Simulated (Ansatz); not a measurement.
# MgSe: the cost of one run

Program: Ansatz 0.2.0. Level of theory: DFT PBEsol, frozen-core PAW, scalar-relativistic unless said. These are calculated values, not measurements.

The COD entry's cell or inner coordinates are ideal or old and differ from later refinements, so a difference from it is no clean test against experiment.

## Step 1: Starting point

The structure is cubic, space group Fm-3m (No. 225). The conventional cell has a = 5.451 Å, b = 5.451 Å, c = 5.451 Å, α = 90.00°, β = 90.00°, γ = 90.00°. Around Mg (site symmetry m-3m) lie 6 Se at 2.73 Å. Se (site symmetry m-3m) has 6 Mg at 2.73 Å as nearest neighbours.

Structure file:

```
CELL_PARAMETERS angstrom
0.00000 2.72550 2.72550
2.72550 0.00000 2.72550
2.72550 2.72550 0.00000
ATOMIC_POSITIONS crystal
Mg 0.00000 0.00000 0.00000
Se 0.50000 0.50000 0.50000
```

Cartesian axes are those of the input's lattice vectors. The structure goes back to a database entry.

## Step 2: Cell and atoms relaxed, PAW

File input.yaml:

```yaml
crystal:
  lattice:
    - [0.0, 2.7255, 2.7255]
    - [2.7255, 0.0, 2.7255]
    - [2.7255, 2.7255, 0.0]
  atoms:
    - { symbol: Mg, position: [0.0, 0.0, 0.0] }
    - { symbol: Se, position: [0.5, 0.5, 0.5] }
kpoints:
  mp_grid: { grid: [10, 10, 10] }
scf:
  occupations: { method: fermi_dirac, width: 0.05 }
hamiltonian:
  xc: pbesol
  pseudopotentials: { kind: paw }
relax:
  f_tol: 0.002
  max_steps: 80
  cell: {}
output:
  forces: true
  stress: true
  write_density: true
  write_potential: true
  elf: true
  volumetric_format: npy
```

On the command line:

```
> ansatz run input.yaml --threads 1 --pin off --max-ram 3072MiB --backend cpu --events-out ev --progress --plain --runs-dir out
```

What time and memory should one allow on 1 thread of Arm Neoverse V2, shared host?

About 3.9 s, with a peak of 0.32 GiB.
